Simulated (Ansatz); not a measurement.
# PbSe (Clausthalite) (Fm-3m) in Ansatz: further runs

The runs below take PbSe (Clausthalite) through single point, equation of state, with RPBE.

All numbers are computed with Ansatz 0.2.0; they aren't measurements. Logs are shortened: lines on timing, memory, paths and dates and some standing lists are left out, and cuts for length are marked.

### 1 Starting point

It takes space group Fm-3m (No. 225, cubic). The conventional cell has a = 6.121 Å, b = 6.121 Å, c = 6.121 Å, α = 90.00°, β = 90.00°, γ = 90.00°. Pb (site symmetry m-3m) has 6 Se at 3.06 Å as nearest neighbours. Around Se (site symmetry m-3m) lie 6 Pb at 3.06 Å.

### 2 Single point, RPBE, 26.95 Å³/atom (volume scaled by 0.94)

input.yaml

```yaml
crystal:
  lattice:
    - [0.0, 2.9981702236, 2.9981702236]
    - [2.9981702236, 0.0, 2.9981702236]
    - [2.9981702236, 2.9981702236, 0.0]
  atoms:
    - { symbol: Pb, position: [0.0, 0.0, 0.0] }
    - { symbol: Se, position: [0.5, 0.5, 0.5] }
hamiltonian:
  xc: rpbe
  pseudopotentials: { kind: paw }
kpoints:
  mp_grid: { grid: [8, 8, 8] }
scf:
  occupations: { method: fermi_dirac, width: 0.05 }
output:
  forces: true
  stress: true
  eigenvalues: true
```

Potentials or basis: Ansatz PAW.

The run is started by

```
> ansatz run input.yaml --threads 2 --pin off --max-ram 5120MiB --backend cpu --events-out ev --progress --plain --runs-dir out
```

The program printed:

```text
Warning: RAYON_NUM_THREADS=2 ignored (pool sized by the plan → 2); use --threads N
Engine: ansatz 0.2.0, aarch64-unknown-linux-gnu
Pseudopotentials: kind: paw
Pseudopotential: Pb, paw, valence charge 14, recommended cutoff 420 eV (normal), Pb.paw.azcp
Pseudopotential: Se, paw, valence charge 16, recommended cutoff 420 eV (normal), Se.paw.azcp
Functional definition: RPBE
  parameter kappa = 0.804
  parameter beta = 0.06672455060314922
  exchange = rpbe_x(kappa = kappa, mu = beta*pi^2/3)
  correlation = pbe_c(beta = beta)
Crystal: 2 atoms, lattice volume = 53.901 Å³
Basis set: ecut = 420 eV, 1067 PW (Γ), exchange–correlation on 60×60×60 points (8 copies of the dense FFT grid, shifted against one another)
Bands: 19, of which v1, the nominal top of the filled ones, is band 15 counted from 1 (14 counted from 0)
Symmetry: 48 space group operations
Space group: Fm-3m (ITA 225), of the structure as read, at distance tolerance 3.8e-5 Å
k-points: 29 of 512
Non-local potential: Pb, projectors of the file, l = 0: 2, l = 1: 2, l = 2: 2, l = 3: 2
Non-local potential: Se, projectors of the file, l = 0: 2, l = 1: 2, l = 2: 3, l = 3: 1
PAW form: soft (Blöchl's): semilocal exchange-correlation on the pseudo side does not see the compensation charge
PAW frozen core: Pb, regenerated for the run's functional, and the local potential with it (the file was generated under x = pbe(κ = 0.804, μ = 0.2195149727645171), c = pbe(β = 0.06672455060314922))
PAW frozen core: Se, regenerated for the run's functional, and the local potential with it (the file was generated under x = pbe(κ = 0.804, μ = 0.2195149727645171), c = pbe(β = 0.06672455060314922))
PAW one-centre angular grid: Pb, 590 points (default); XC on 64 Gauss nodes
PAW one-centre angular grid: Se, 590 points (default); XC on 64 Gauss nodes
Initial density: superposition of atomic densities (neutral atoms: chi_scale 0, normalization atom), corrected by the library's trained network
Initial wavefunctions: pseudopotential atomic-orbital guess
Functional: x = rpbe, c = pbe(β = 0.06672455060314922)
SCF iter   1: F=—  HF=-17397.746012 eV  |F-HF|=—  |Δ(HF+E_count)|=         —  Δρ=2.37e-3  dr2=2.89e-3  ethr=1.77e-3  ⟨swp⟩=6.0  Hψ=2702  notcnv=0
preconditioner: auto → none  [insulator: Δε(μ)=0.143 eV  Ē_g=15.623 eV  σ=0.050 eV  W_gap=0.61  n_scr=14 (ndim 8)  ℏωp=22.6 eV  f_vac=0.015  D(μ)=0.10/eV (n_scr^D=0)  ε∞_Penn≈3.1]
SCF iter   2: F=—  HF=-17397.744514 eV  |F-HF|=—  |Δ(HF+E_count)|=   1.50e-3  Δρ=8.85e-4  dr2=2.36e-4  ethr=9.63e-6  ⟨swp⟩=2.0  Hψ=1241  notcnv=0
SCF iter   3: F=—  HF=-17397.744607 eV  |F-HF|=—  |Δ(HF+E_count)|=   9.32e-5  Δρ=4.01e-4  dr2=5.90e-5  ethr=7.85e-7  ⟨swp⟩=2.0  Hψ=825  notcnv=0
SCF iter   4: F=—  HF=-17397.744651 eV  |F-HF|=—  |Δ(HF+E_count)|=   4.30e-5  Δρ=1.08e-4  dr2=1.05e-5  ethr=1.97e-7  ⟨swp⟩=2.0  Hψ=697  notcnv=0
SCF iter   5: F=—  HF=-17397.744647 eV  |F-HF|=—  |Δ(HF+E_count)|=   3.50e-6  Δρ=2.01e-5  dr2=2.40e-7  ethr=3.50e-8  ⟨swp⟩=2.6  Hψ=900  notcnv=0
SCF iter   6: F=-17397.744647 eV  HF=-17397.744647 eV  |F-HF|=1.42e-8  |Δ(HF+E_count)|=   1.18e-7  Δρ=5.57e-6  dr2=1.21e-8  ethr=3.33e-10  ⟨swp⟩=5.4  Hψ=2519  notcnv=0
SCF 1 converged in 6 iterations: F = -17397.744647 eV  dr2 = 1.21e-8
SCF converged after 6 iterations
Free energy (F): -17397.744647 eV
Harris-Foulkes:  -17397.744647 eV  (|F-HF|=1.42e-8)
Internal energy: -17397.743863 eV  (E = F + TS)
E sigma→0 (E₀):  -17397.744255 eV
Entropy (-TS):   -0.000785 eV (-0.392 meV/atom)
Fermi energy:    10.337830 eV
--- Per-component energies (eV) ---
  E_band       = -397.109170
  E_kinetic    = 408.139415
  E_local      = -3426.434825  (includes V_loc(G=0)·N_el)
  E_nonlocal   = -247.843561
  E_hartree    = 1605.553855
  E_xc         = -327.256300
  E_vxc        = -232.404336  (∫ρ·V_xc dr)
  E_paw        = -12335.236192  (= ΣΔE_a)
  E_vpaw       = -109.672222  (= ΣTr[D̂ρ^β])
  E_aug_tail   = -0.000594  (compensation charges beyond the density's cutoff)
  E_ewald      = -3074.469137
  E_core_change = -0.196523  (= ΣΔE_core)
  E_smearing   = -0.000785  (= −TS)
  E_closure    = 0.000000  (closes the sum)
  Σ components = -17397.744647   (vs F -17397.744647, Δ=0.00e0)
--- Forces (eV/Å), atoms counted from 1 ---
  atom   1  Pb    -0.00000000     0.00000000     0.00000000
  atom   2  Se     0.00000000    -0.00000000     0.00000000
  max |Σ_I F_I| component: 2.00e-29 eV/Å
--- Stress (GPa, compression-positive) ---
        8.365819      -0.000000       0.000000
       -0.000000       8.365819       0.000000
       -0.000000      -0.000000       8.365819
  P = ⅓ Tr σ = 8.3658 GPa (83.658 kbar)
--- Band table (eV; the first three rows and the last of 29) ---
  k-point 0: bands = ["-37.2526", "-37.2526", "-37.2498", "-37.2498", "-37.2498", "-6.8289", "-6.8289", "-6.8289", "-6.8246", "-6.8246", "-3.9324", "4.0515", "8.0081", "8.0081", "8.0081", "15.0905", "15.0905", "15.0905", "16.6034"]
  k-point 1: bands = ["-37.2525", "-37.2525", "-37.2498", "-37.2498", "-37.2498", "-6.8304", "-6.8304", "-6.8283", "-6.8218", "-6.8218", "-3.8007", "3.5484", "8.0540", "8.0540", "8.3789", "13.9407", "14.3213", "14.3213", "16.4754"]
  k-point 2: bands = ["-37.2525", "-37.2525", "-37.2498", "-37.2498", "-37.2498", "-6.8418", "-6.8418", "-6.8272", "-6.8075", "-6.8075", "-3.4360", "2.4972", "8.1876", "8.1876", "9.0649", "12.3897", "13.0962", "13.0962", "16.7123"]
  k-point 28: bands = ["-37.2526", "-37.2525", "-37.2497", "-37.2497", "-37.2496", "-6.9509", "-6.8267", "-6.8137", "-6.8137", "-6.7727", "-2.2158", "1.9654", "5.4952", "5.4952", "9.2729", "12.0828", "15.2087", "15.2087", "18.1134"]
```

It took 1 s on 2 threads of Arm Neoverse V1, shared host; peak memory 0.33 GiB.

Results:

| Item | Value |
| --- | --- |
| Free energy | -17397.7446 eV |
| Pressure | 8.4 GPa |
| Band gap on the k mesh | 0.14 eV, direct |

Caveat: spin-orbit coupling is left out, which as a rule narrows the gap of such compounds by several tenths of an eV; the PAW data sets come from PBE, with cores solved anew for the run's functional, which leaves a small shift of forces and pressure.

### 3 Single point, RPBE, 27.52 Å³/atom (volume scaled by 0.96)

input.yaml, as its differences from that of step 2:

```diff
@@ -2,5 +2,5 @@
   lattice:
-    - [0.0, 2.9981702236, 2.9981702236]
-    - [2.9981702236, 0.0, 2.9981702236]
-    - [2.9981702236, 2.9981702236, 0.0]
+    - [0.0, 3.0192847941, 3.0192847941]
+    - [3.0192847941, 0.0, 3.0192847941]
+    - [3.0192847941, 3.0192847941, 0.0]
   atoms:
@@ -19 +19,5 @@
   eigenvalues: true
+  write_density: true
+  write_potential: true
+  elf: true
+  volumetric_format: npy
```

Potentials or basis: Ansatz PAW.

The run is started by

```
> ansatz run input.yaml --threads 2 --pin off --max-ram 5120MiB --backend cpu --events-out ev --progress --plain --runs-dir out
```

Run time: 1.4 s. Hardware: 2 threads of Arm Neoverse V1, shared host; peak memory 0.33 GiB.

The run converged. Its results:

```
Free energy            : -17397.7990 eV
Pressure               : 6.8 GPa
Band gap on the k mesh : 0.22 eV, direct
```

Caveat: spin-orbit coupling is left out, which as a rule narrows the gap of such compounds by several tenths of an eV; the PAW data sets come from PBE, with cores solved anew for the run's functional, which leaves a small shift of forces and pressure.

### 4 Single point, RPBE, 28.10 Å³/atom (volume scaled by 0.98)

input.yaml

```yaml
crystal:
  lattice:
    - [0.0, 3.0401081059, 3.0401081059]
    - [3.0401081059, 0.0, 3.0401081059]
    - [3.0401081059, 3.0401081059, 0.0]
  atoms:
    - { symbol: Pb, position: [0.0, 0.0, 0.0] }
    - { symbol: Se, position: [0.5, 0.5, 0.5] }
hamiltonian:
  xc: rpbe
  pseudopotentials: { kind: paw }
kpoints:
  mp_grid: { grid: [8, 8, 8] }
scf:
  occupations: { method: fermi_dirac, width: 0.05 }
output:
  forces: true
  stress: true
  eigenvalues: true
```

The run is started by

```
> ansatz run input.yaml --threads 2 --pin off --max-ram 5120MiB --backend cpu --events-out ev --progress --plain --runs-dir out
```

Wall time 1.1 s (2 threads of Arm Neoverse V1, shared host); peak memory 0.33 GiB.

It converged, with:

```
Free energy            : -17397.8430 eV
Pressure               : 5.5 GPa
Band gap on the k mesh : 0.30 eV, direct
```

Caveat: spin-orbit coupling is left out, which as a rule narrows the gap of such compounds by several tenths of an eV; the PAW data sets come from PBE, with cores solved anew for the run's functional, which leaves a small shift of forces and pressure.

### 5 Single point, RPBE, 28.67 Å³/atom

input.yaml, as its differences from that of step 4:

```diff
@@ -2,5 +2,5 @@
   lattice:
-    - [0.0, 3.0401081059, 3.0401081059]
-    - [3.0401081059, 0.0, 3.0401081059]
-    - [3.0401081059, 3.0401081059, 0.0]
+    - [0.0, 3.06065, 3.06065]
+    - [3.06065, 0.0, 3.06065]
+    - [3.06065, 3.06065, 0.0]
   atoms:
```

The run is started by

```
> ansatz run input.yaml --threads 2 --pin off --max-ram 5120MiB --backend cpu --events-out ev --progress --plain --runs-dir out
```

It took 1.1 s on 2 threads of Arm Neoverse V1, shared host; peak memory 0.33 GiB.

The run converged. Its results:

* Free energy: -17397.8777 eV
* Pressure: 4.2 GPa
* Band gap on the k mesh: 0.37 eV, direct

Caveat: spin-orbit coupling is left out, which as a rule narrows the gap of such compounds by several tenths of an eV; the PAW data sets come from PBE, with cores solved anew for the run's functional, which leaves a small shift of forces and pressure.

### 6 Single point, RPBE, 29.24 Å³/atom (volume scaled by 1.02)

input.yaml, as its differences from that of step 5:

```diff
@@ -2,5 +2,5 @@
   lattice:
-    - [0.0, 3.06065, 3.06065]
-    - [3.06065, 0.0, 3.06065]
-    - [3.06065, 3.06065, 0.0]
+    - [0.0, 3.080919796, 3.080919796]
+    - [3.080919796, 0.0, 3.080919796]
+    - [3.080919796, 3.080919796, 0.0]
   atoms:
```

Potentials or basis: Ansatz PAW.

The run is started by

```
> ansatz run input.yaml --threads 2 --pin off --max-ram 5120MiB --backend cpu --events-out ev --progress --plain --runs-dir out
```

Wall time 1.1 s (2 threads of Arm Neoverse V1, shared host); peak memory 0.33 GiB.

The run converged. Its results:

```
Free energy            : -17397.9038 eV
Pressure               : 3.1 GPa
Band gap on the k mesh : 0.44 eV, direct
```

Caveat: spin-orbit coupling is left out, which as a rule narrows the gap of such compounds by several tenths of an eV; the PAW data sets come from PBE, with cores solved anew for the run's functional, which leaves a small shift of forces and pressure.

### 7 Single point, RPBE, 29.82 Å³/atom (volume scaled by 1.04)

input.yaml, as its differences from that of step 6:

```diff
@@ -2,5 +2,5 @@
   lattice:
-    - [0.0, 3.080919796, 3.080919796]
-    - [3.080919796, 0.0, 3.080919796]
-    - [3.080919796, 3.080919796, 0.0]
+    - [0.0, 3.1009263293, 3.1009263293]
+    - [3.1009263293, 0.0, 3.1009263293]
+    - [3.1009263293, 3.1009263293, 0.0]
   atoms:
```

The run is started by

```
> ansatz run input.yaml --threads 2 --pin off --max-ram 5120MiB --backend cpu --events-out ev --progress --plain --runs-dir out
```

Run time: 1.1 s. Hardware: 2 threads of Arm Neoverse V1, shared host; peak memory 0.34 GiB.

The run converged. Its results:

| Quantity | Value |
| --- | --- |
| Free energy | -17397.9223 eV |
| Pressure | 2.1 GPa |
| Band gap on the k mesh | 0.50 eV, direct |

Caveat: spin-orbit coupling is left out, which as a rule narrows the gap of such compounds by several tenths of an eV; the PAW data sets come from PBE, with cores solved anew for the run's functional, which leaves a small shift of forces and pressure.

### 8 Single point, RPBE, 30.39 Å³/atom (volume scaled by 1.06)

input.yaml, as its differences from that of step 7:

```diff
@@ -2,5 +2,5 @@
   lattice:
-    - [0.0, 3.1009263293, 3.1009263293]
-    - [3.1009263293, 0.0, 3.1009263293]
-    - [3.1009263293, 3.1009263293, 0.0]
+    - [0.0, 3.1206779849, 3.1206779849]
+    - [3.1206779849, 0.0, 3.1206779849]
+    - [3.1206779849, 3.1206779849, 0.0]
   atoms:
@@ -19 +19,5 @@
   eigenvalues: true
+  write_density: true
+  write_potential: true
+  elf: true
+  volumetric_format: npy
```

The run is started by

```
> ansatz run input.yaml --threads 2 --pin off --max-ram 5120MiB --backend cpu --events-out ev --progress --plain --runs-dir out
```

It took 1.6 s on 2 threads of Arm Neoverse V1, shared host; peak memory 0.34 GiB.

It converged, with:

- Free energy: -17397.9338 eV
- Pressure: 1.2 GPa
- Band gap on the k mesh: 0.55 eV, direct

Caveat: spin-orbit coupling is left out, which as a rule narrows the gap of such compounds by several tenths of an eV; the PAW data sets come from PBE, with cores solved anew for the run's functional, which leaves a small shift of forces and pressure.

### 9 Equation of state, RPBE

Potentials or basis: Ansatz PAW.

No new run: the results of the series are fitted here.

Results:

```
Equilibrium volume : 31.19 Å³/atom (rough: see the caveat)
Bulk modulus       : 42 GPa (rough)
```

Energy against volume, from the lowest point:
```tsv
volume (Å³/atom)	energy (meV/atom)
26.951	94.56
27.524	67.38
28.097	45.36
28.671	28.04
29.244	14.98
29.818	5.75
30.391	0.00
```

Caveat: the potentials were made for another functional, which shifts forces and pressure; the minimum lies outside the volumes run. Spin-orbit coupling is left out, which matters for the levels of Pb.
